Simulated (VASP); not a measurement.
# SiSe2 (Ibam) in VASP: notebook, part 2 of 3

VASP 6.6.1. Earlier steps stand in the parts before.

### 4 Relaxation of cell and atoms, PBE

Contents of INCAR:

```
PREC = Accurate
ENCUT = 600
EDIFF = 1E-6
ISMEAR = 0
SIGMA = 0.03
LREAL = F
LASPH = T
NELM = 80
ALGO = Normal
ISIF = 3
LWAVE = F
LCHARG = F
GGA = PE
IBRION = 2
NSW = 90
EDIFFG = -0.01
KPAR = 2
```

Contents of KPOINTS:

```
regular mesh
0
Gamma
  6 6 6
```

Contents of POSCAR:

```
SiSe2
1.0
   -3.1120167935      5.0102208757      2.9354492816
    3.1120167935     -5.0102208757      2.9354492816
    3.1120167935      5.0102208757     -2.9354492816
Si Se
2 4
Direct
    0.7500000000      0.7500000000      0.0000000000
    0.2500000000      0.2500000000      0.0000000000
    0.1206518800      0.2032192000      0.3238710800
    0.8793481200      0.7967808000      0.6761289200
    0.3793481200      0.7032192000      0.0825673300
    0.6206518800      0.2967808000      0.9174326700
```

Potentials or basis: VASP PAW PBE potentials, release 64 (Si, Se).

The run is started by

```console
$ cat potpaw_PBE.64/Si/POTCAR potpaw_PBE.64/Se/POTCAR > POTCAR
$ mpirun -np 2 vasp_std > vasp.out
```

OUTCAR:

```text
PREC = Accurate
   ENCUT = 600
   EDIFF = 1E-6
   ISMEAR = 0
   LREAL = F
   LASPH = T
   NELM = 80
   ISIF = 3
   GGA = PE
   IBRION = 2
   NSW = 90
   EDIFFG = -0.01

 ion  position               nearest neighbor table
   1  0.750  0.750  0.000-   6 2.28   3 2.28   4 2.28   5 2.28   2 2.94   2 2.94
   2  0.250  0.250  0.000-   5 2.28   4 2.28   3 2.28   6 2.28   1 2.94   1 2.94
   3  0.121  0.203  0.324-   1 2.28   2 2.28
   4  0.879  0.797  0.676-   2 2.28   1 2.28
   5  0.379  0.703  0.083-   2 2.28   1 2.28
   6  0.621  0.297  0.917-   1 2.28   2 2.28

  LATTYP: Found a body centered orthorhombic cell.
 ALAT       =     5.8708985632
 B/A-ratio  =     1.0601500809
 C/A-ratio  =     1.7067986516

  Lattice vectors:

 A1 = (   3.1120167935,   5.0102208757,  -2.9354492816)
 A2 = (  -3.1120167935,   5.0102208757,   2.9354492816)
 A3 = (   3.1120167935,  -5.0102208757,   2.9354492816)

Analysis of symmetry for initial positions (statically):
=====================================================================
 Subroutine PRICEL returns:
 Original cell was already a primitive cell.

 Routine SETGRP: Setting up the symmetry group for a
 body centered orthorhombic supercell.

 Subroutine GETGRP returns: Found  8 space group operations
 (whereof  4 operations were pure point group operations)
 out of a pool of  8 trial point group operations.

The static configuration has the point symmetry C_2h.
 The point group associated with its full space group is D_2h.

Analysis of symmetry for dynamics (positions and initial velocities):
=====================================================================
 Subroutine PRICEL returns:
 Original cell was already a primitive cell.

 Routine SETGRP: Setting up the symmetry group for a
 body centered orthorhombic supercell.

 Subroutine GETGRP returns: Found  8 space group operations
 (whereof  4 operations were pure point group operations)
 out of a pool of  8 trial point group operations.

The dynamic configuration has the point symmetry C_2h.
 The point group associated with its full space group is D_2h.

 Subroutine INISYM returns: Found  8 space group operations
 (whereof  4 operations are pure point group operations),
 and found     1 'primitive' translations

----------------------------------------------------------------------------------------

                                     Primitive cell

  volume of cell :     183.0768

  direct lattice vectors                    reciprocal lattice vectors
    -3.112016794  5.010220876  2.935449282     0.000000000  0.099795999  0.170331677
     3.112016794 -5.010220876  2.935449282     0.160667513  0.000000000  0.170331677
     3.112016794  5.010220876 -2.935449282     0.160667513  0.099795999  0.000000000

  length of vectors
     6.588157878  6.588157878  6.588157878     0.197413581  0.234151511  0.189138286

  position of ions in fractional coordinates (direct lattice)
     0.750000000  0.750000000  0.000000000
     0.250000000  0.250000000  0.000000000
     0.120651880  0.203219200  0.323871080
[... 76 lines left out ...]
   ISTART =      0    job   : 0-new  1-cont  2-samecut
   ICHARG =      2    charge: 1-file 2-atom 10-const
   ISPIN  =      1    spin polarized calculation?
   LNONCOLLINEAR =      F non collinear calculations
   LSORBIT =      F    spin-orbit coupling
   LASPH  =      T    aspherical Exc in radial PAW
   ENCUT  =  600.0 eV  44.10 Ry    6.64 a.u.  13.16 13.16 13.16*2*pi/ulx,y,z
   NELM   =     80;   NELMIN=  2; NELMDL= -5     # of ELM steps
   EDIFF  = 0.1E-05   stopping-criterion for ELM
   LREAL  =      F    real-space projection
   EDIFFG = -.1E-01   stopping-criterion for IOM
   NSW    =     90    number of steps for IOM
   IBRION =      2    ionic relax: 0-MD 1-quasi-New 2-CG
   NFREE  =      1    steps in history (QN), initial steepest desc. (CG)
   ISIF   =      3    stress and relaxation
   ISYM   =      2    0-nonsym 1-usesym 2-fastsym
   POTIM  = 0.5000    time-step for ionic-motion
   TEBEG  =    0.0;   TEEND  =   0.0 temperature during run
   PSTRESS=    0.0 pullay stress
   NELECT =      32.0000    total number of electrons
   NUPDOWN=      -1.0000    fix difference up-down
   EMIN   =  10.00;   EMAX   =-10.00  energy-range for DOS
   EFERMI =   0.00;   METHOD = LEGACY
   ISMEAR =     0;   SIGMA  =   0.03  broadening in eV -4-tet -1-fermi 0-gaus
   EFERMI_NEDOS =   21; number of points for ismear=-14 and -15
   IALGO  =     38    algorithm
   IMIX   =      4    mixing-type and parameters
     AMIX     =   0.40;   BMIX     =  1.00
     AMIX_MAG =   1.60;   BMIX_MAG =  1.00
  volume/ion in A,a.u.               =      30.51       205.91
  Fermi-wavevector in a.u.,A,eV,Ry     =   0.915336  1.729734 11.399496  0.837839
  Thomas-Fermi vector in A             =   2.040065
   LORBIT       =      0    0 simple, 1 ext, 2 COOP (PROOUT), +10 PAW based schemes
   GGA     = PE    functional components
   LHFCALC =     F    Hartree Fock is set to
   AEXX    =    0.0000 exact exchange contribution
   IVDW    =     0    specifies the selected vdW correction
   LEPSILON=     F    determine dielectric tensor
   LRPA    =     F    only Hartree local field effects (RPA)
 conjugate gradient relaxation of ions
 non-spin polarized calculation
 Gauss-broadening in eV      SIGMA  =   0.03
  energy-cutoff  :      600.00
  volume of cell :      183.08
 maximum number of plane-waves:      6130
 NGX is ok and might be reduce to    54
   NGX = 27   NGY = 27   NGZ = 27

--------------------------------------- Ionic step        1  -------------------------------------------

 number of electron      31.9999998 magnetization

 Free energy of the ion-electron system (eV)
  ---------------------------------------------------
  ext. energy  EPLUGINS =         0.00000000
  ---------------------------------------------------
  free energy    TOTEN  =       -27.53169980 eV

  energy without entropy =      -27.53169980  energy(sigma->0) =      -27.53169980

------------------------ aborting loop because EDIFF is reached ----------------------------------------

  FORCE on cell =-STRESS in cart. coord.  units (eV):
  Direction    XX          YY          ZZ          XY          YZ          ZX
  --------------------------------------------------------------------------------------
  -------------------------------------------------------------------------------------
  Total        1.8325187      1.8007238      2.1789150      0.0000000      0.0000000      0.0000000
  in kB       16.0370922     15.7588426     19.0685421      0.0000000      0.0000000      0.0000000
  external PRESSURE =      16.9548256 kB  Pullay stress =       0.0000000 kB
[... 101 lines left out ...]
  FREE ENERGIE OF THE ION-ELECTRON SYSTEM (eV)
  ---------------------------------------------------
  free  energy   TOTEN  =       -27.5582169889 eV

  energy  without entropy=      -27.5582169889  energy(sigma->0) =      -27.55821699

[... ionic steps 4 to 21 ...]

--------------------------------------- Ionic step       22  -------------------------------------------

 number of electron      31.9999999 magnetization

------------------------ aborting loop because EDIFF is reached ----------------------------------------
[... 75 lines left out ...]
--------------------------------------- Ionic step       24  -------------------------------------------

 number of electron      31.9999999 magnetization

 Free energy of the ion-electron system (eV)
  ---------------------------------------------------
  ext. energy  EPLUGINS =         0.00000000
  ---------------------------------------------------
  free energy    TOTEN  =       -27.59734855 eV

  energy without entropy =      -27.59734855  energy(sigma->0) =      -27.59734855

 E-fermi :   0.2548     XC(G=0):  -7.0047

 val. band max:        0.0885413905   @ k =  -0.3333   0.3333   0.3333
 cond. band min:       2.3313737141   @ k =   0.5000  -0.3333   0.3333
 fundamental gap:      2.2428323236
 Fermi energy:         0.2547865663

 k-point     1 :       0.0000    0.0000    0.0000
  band No.  band energies     occupation
      1     -13.9732      2.00000
      2     -12.3757      2.00000
      3     -12.0333      2.00000
      4     -11.9894      2.00000
      5      -7.3816      2.00000
      6      -6.0456      2.00000
[... 541 lines left out ...]
     19       3.9960      0.00000
     20       3.9960      0.00000

 [... further k-points ...]

------------------------ aborting loop because EDIFF is reached ----------------------------------------

  FORCE on cell =-STRESS in cart. coord.  units (eV):
  Direction    XX          YY          ZZ          XY          YZ          ZX
  --------------------------------------------------------------------------------------
  -------------------------------------------------------------------------------------
  Total       -0.0069839     -0.0019258      0.0392308      0.0000000      0.0000000      0.0000000
  in kB       -0.0514467     -0.0141862      0.2889934      0.0000000      0.0000000      0.0000000
  external PRESSURE =       0.0744535 kB  Pullay stress =       0.0000000 kB
[... 21 lines left out ...]
  FREE ENERGIE OF THE ION-ELECTRON SYSTEM (eV)
  ---------------------------------------------------
  free  energy   TOTEN  =       -27.5973485544 eV

  energy  without entropy=      -27.5973485544  energy(sigma->0) =      -27.59734855

 reached required accuracy - stopping structural energy minimisation
```

OSZICAR:

```text
N       E                     dE             d eps       ncg     rms          rms(c)
DAV:   1     0.182570709002E+03    0.18257E+03   -0.13387E+04  1840   0.145E+03
DAV:   2    -0.123449099634E+02   -0.19492E+03   -0.18892E+03  2612   0.211E+02
DAV:   3    -0.276782217268E+02   -0.15333E+02   -0.15224E+02  2196   0.681E+01
DAV:   4    -0.280151777803E+02   -0.33696E+00   -0.33581E+00  2416   0.110E+01
[... 181 lines left out ...]
DAV:   4    -0.275973474007E+02    0.11224E-06   -0.19651E-06  1624   0.822E-03
  23 F= -.27597347E+02 E0= -.27597347E+02  d E =-.324273E-04
       N       E                     dE             d eps       ncg     rms          rms(c)
DAV:   1    -0.275973508660E+02   -0.33531E-05   -0.12241E-04  1852   0.568E-02    0.811E-03
DAV:   2    -0.275973491019E+02    0.17640E-05   -0.40135E-06  2044   0.108E-02    0.435E-03
DAV:   3    -0.275973485544E+02    0.54750E-06   -0.22166E-06  1164   0.716E-03
  24 F= -.27597349E+02 E0= -.27597349E+02  d E =-.335811E-04
```

CONTCAR:

```text
SiSe2
   1.00000000000000
    -3.3154179628119858    5.5299813223108965    2.9657021307107545
     3.3154179628119858   -5.5299813223108965    2.9657021307107545
     3.3154179628119858    5.5299813223108965   -2.9657021307107545
  Si              Se
     2     4
Direct
     0.7500000000000000    0.7500000000000000    0.0000000000000000
     0.2500000000000000    0.2500000000000000    0.0000000000000000
     0.1119599194212410    0.1891710427153968    0.3011309621366450
     0.8880400805787592    0.8108289572846031    0.6988690378633549
     0.3880400805787590    0.6891710427153969    0.0772111332941566
     0.6119599194212408    0.3108289572846032    0.9227888667058436

  0.00000000E+00  0.00000000E+00  0.00000000E+00
  0.00000000E+00  0.00000000E+00  0.00000000E+00
  0.00000000E+00  0.00000000E+00  0.00000000E+00
  0.00000000E+00  0.00000000E+00  0.00000000E+00
  0.00000000E+00  0.00000000E+00  0.00000000E+00
  0.00000000E+00  0.00000000E+00  0.00000000E+00
```

Wall time 19 min (2 MPI ranks of Intel Xeon 6975P-C (Granite Rapids), shared host); peak memory 0.53 GiB.

What came out:

```
Free energy                            : -27.5973 eV
Relaxed volume                         : 36.25 Å³/atom
Relaxed cell                           : a = 7.097 Å, b = 7.097 Å, c = 7.097 Å, α = 124.30°, β = 77.63°, γ = 130.60°
Space group after relaxing (to 0.05 Å) : Ibam (No. 72)
Energy gained by relaxing              : 10.9 meV/atom
Ionic steps                            : 24
Pressure after relaxing                : 0.0 GPa
Largest force after relaxing           : 0.009 eV/Å
Band gap on the k mesh                 : 2.24 eV, indirect (least direct gap 2.32 eV)
```

Forces on the atoms (eV/Å):
```
Si   0.000  0.000  0.000
Si   0.000  0.000  0.000
Se  -0.004 -0.008  0.000
Se   0.004  0.008  0.000
Se  -0.004  0.008  0.000
Se   0.004 -0.008  0.000
```

The path:
| step | energy change (eV) | largest force (eV/Å) | pressure (GPa) | volume (Å³) |
| --- | --- | --- | --- | --- |
| 1 | 0.0000 | 0.3290 | 1.70 | 183.08 |
| 2 | 0.0022 | 0.5229 | -1.35 | 191.77 |
| 3 | -0.0265 | 0.1048 | 0.13 | 187.24 |
| 4 | -0.0290 | 0.0975 | 0.12 | 188.04 |
| 5 | -0.0356 | 0.0724 | 0.09 | 190.47 |
| 6 | -0.0452 | 0.0190 | 0.07 | 195.37 |
| 7 | -0.0510 | 0.1075 | 0.10 | 205.40 |
| 8 | -0.0532 | 0.0857 | 0.05 | 206.43 |
| 9 | -0.0584 | 0.0238 | -0.08 | 209.52 |
| 10 | -0.0626 | 0.0979 | -0.33 | 215.76 |
| 11 | -0.0652 | 0.0166 | -0.01 | 216.42 |
| 12 | -0.0652 | 0.0101 | 0.03 | 216.50 |
| 13 | -0.0652 | 0.0097 | 0.04 | 216.52 |
| 14 | -0.0652 | 0.0100 | 0.05 | 216.55 |
| 15 | -0.0653 | 0.0144 | 0.00 | 216.77 |
| 16 | -0.0653 | 0.0239 | -0.03 | 216.93 |
| 17 | -0.0653 | 0.0189 | -0.02 | 216.86 |
| 18 | -0.0654 | 0.0144 | -0.02 | 216.91 |
| 19 | -0.0655 | 0.0046 | 0.00 | 217.07 |
| 20 | -0.0655 | 0.0043 | 0.01 | 217.11 |
| 21 | -0.0656 | 0.0085 | 0.05 | 217.22 |
| 22 | -0.0656 | 0.0032 | 0.03 | 217.38 |
| 23 | -0.0656 | 0.0111 | 0.00 | 217.53 |
| 24 | -0.0656 | 0.0088 | 0.01 | 217.50 |

Final structure:
```
CELL_PARAMETERS angstrom
-3.31542 5.52998 2.96570
3.31542 -5.52998 2.96570
3.31542 5.52998 -2.96570
ATOMIC_POSITIONS crystal
Si 0.75000 0.75000 0.00000
Si 0.25000 0.25000 0.00000
Se 0.11196 0.18917 0.30113
Se 0.88804 0.81083 0.69887
Se 0.38804 0.68917 0.07721
Se 0.61196 0.31083 0.92279
```

Caveat: the volume moved by over 15 % at a fixed basis, so the end points are rough.

[end of part 2 of 3]
